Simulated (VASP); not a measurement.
A run of VASP 6.6.1 is set up as follows.

File INCAR:

```
ALGO = Normal
EDIFF = 1E-6
EDIFFG = -0.02
ENCUT = 600
GGA = PS
IBRION = 2
ISIF = 3
ISMEAR = -1
LASPH = True
LCHARG = False
LREAL = False
LWAVE = False
NELM = 80
NSW = 40
PREC = Accurate
SIGMA = 0.05
```

Contents of KPOINTS:

```
k-points
0
Gamma
  8 8 8
```

The input POSCAR:

```
Pb
1.0
   -1.9796595667      1.9796595667      1.9796595667
    1.9796595667     -1.9796595667      1.9796595667
    1.9796595667      1.9796595667     -1.9796595667
Pb
1
Direct
    0.0000000000      0.0000000000      0.0000000000
```

Potentials or basis: VASP PAW PBE potentials, release 64 (Pb_d).

Run with:

```bash
$ cat potpaw_PBE.64/Pb_d/POTCAR > POTCAR
$ mpirun -np 1 vasp_std > vasp.out
```

Predict the space group after relaxing (to 0.05 Å).

Im-3m (No. 229).

Estimate the relaxed cell.

a = 3.393 Å, b = 3.393 Å, c = 3.393 Å, α = 109.47°, β = 109.47°, γ = 109.47°.

Final structure:
```xyz
1
Lattice="-1.9587 1.9587 1.9587 1.9587 -1.9587 1.9587 1.9587 1.9587 -1.9587" Properties=species:S:1:pos:R:3 pbc="T T T"
Pb    0.0000    0.0000    0.0000
```

 The run has no spin-orbit coupling, so splittings on Pb are missing.
